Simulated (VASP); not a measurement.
Write the native input for VASP 6.6.1 that does the following.

| Item | Value |
| --- | --- |
| Task | relaxation of cell and atoms |
| Functional | PBE |
| Potentials or basis | VASP PAW PBE potentials, release 64 (Zn, Ga_d, O) |
| Cutoff | 520 eV |
| k mesh | 3 × 3 × 3 |
| Occupations | gaussian, width 0.15 eV |
| Spin | no spin polarisation |
| Further INCAR settings | PREC = Normal; ALGO = Fast; EDIFF = 0.0001; IBRION = 2; EDIFFG = -0.08; NSW = 24; ISIF = 3 |

The structure of Zn2Ga2O3 lies in POSCAR:

```
Zn2Ga2O3
1.0
    4.4700000000      0.0000000000      0.0000000000
    0.0000000000      4.4700000000      0.0000000000
    0.0000000000      0.0000000000      4.4700000000
Zn Ga O
2 2 3
Direct
    0.0000000000      0.5000000000      0.5000000000
    0.5000000000      0.0000000000      0.5000000000
    0.0000000000      0.0000000000      0.0000000000
    0.5000000000      0.5000000000      0.0000000000
    0.0000000000      0.5000000000      0.0000000000
    0.5000000000      0.5000000000      0.5000000000
    0.5000000000      0.0000000000      0.0000000000
```

The cell was built by a generator and needn't be a form met in nature.

One way to write it, as run:

INCAR

```
SYSTEM = Zn2Ga2O3
PREC = Normal ; ENCUT = 520
EDIFF = 1E-4 ; ISMEAR = 0
SIGMA = 0.15 ; LREAL = .False.
LASPH = .True. ; NELM = 60
ALGO = Fast ; ISIF = 3
LWAVE = .False. ; LCHARG = .False.
GGA = PE ; IBRION = 2
NSW = 24 ; EDIFFG = -0.08
```

KPOINTS

```
regular mesh
0
Gamma
  3 3 3
  0 0 0
```

Potentials or basis: VASP PAW PBE potentials, release 64 (Zn, Ga_d, O).

The run is started by

```bash
$ cat potpaw_PBE.64/Zn/POTCAR potpaw_PBE.64/Ga_d/POTCAR potpaw_PBE.64/O/POTCAR > POTCAR
$ mpirun -np 1 vasp_std > vasp.out
```

It gave:

```
Relaxed volume                         : 12.99 Å³/atom
Relaxed cell                           : a = 4.745 Å, b = 4.745 Å, c = 4.041 Å, α = 90.00°, β = 90.00°, γ = 90.00°
Space group after relaxing (to 0.05 Å) : P4/mmm (No. 123)
Energy gained by relaxing              : 13.7 meV/atom
Ionic steps                            : 8
Pressure after relaxing                : -0.1 GPa
Band gap on the k mesh                 : none (metal or under the smearing width)
```

Caveat: the k mesh is coarse (spacing up to 0.47 Å⁻¹), so the values aren't converged.

It took 46 s on 1 thread of Intel(R) Xeon(R) 6975P-C (Granite Rapids), on a shared host, peak memory 0.16 GiB.
